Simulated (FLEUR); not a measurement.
Runs of FLEUR MaX-R8.1 (later development tree) on AlCo. The structure is cubic, space group Pm-3m (No. 221). The conventional cell has a = 2.819 Å, b = 2.819 Å, c = 2.819 Å, α = 90.00°, β = 90.00°, γ = 90.00°. Co (site symmetry m-3m) is surrounded by 8 Al at 2.44 Å. Al (site symmetry m-3m) has 8 Co at 2.44 Å as nearest neighbours. The cell is a database's computed one.

```tsv
task	level	spin	k mesh	smearing	gmax	muffin-tin radii	lnonsphr	inpgen profile	spin axis	kmax	mesh quality	V0 of scaled cells (Å³/atom)	B0 (GPa)
equation of state	PBEsol	collinear, program default start	9 × 9 × 9	fermi-dirac 0.05 eV	15.7 1/bohr	Co 2.2, Al 1.94 bohr	Co 9, Al 8	-	-	5.05 1/bohr	not flagged	11.24	(c)
equation of state	PBE	collinear, program default start	9 × 9 × 9	fermi-dirac 0.05 eV	13.3 1/bohr	Co 2.2, Al 1.94 bohr	-	-	-	4.28 1/bohr	not flagged	11.60	177
equation of state	WC	collinear, program default start	9 × 9 × 9	fermi-dirac 0.05 eV	15.7 1/bohr	Co 2.2, Al 1.94 bohr	Co 9, Al 8	-	-	5.05 1/bohr	not flagged	(b)	192
equation of state	LDA	collinear, program default start	9 × 9 × 9	fermi-dirac 0.05 eV	15.7 1/bohr	Co 2.2, Al 1.94 bohr	Co 9, Al 8	-	-	5.05 1/bohr	not flagged	10.89	(a)
```

Alike in all rows: potentials or basis all-electron, FLAPW; cell as given.

Q: Fill in the values left out.

A: (a) 208; (b) 11.27; (c) 193.

Caveats: the plane-wave cutoff is short for the semicore states, which can make moduli rough (some runs).

Not every run made on this cell is shown here.
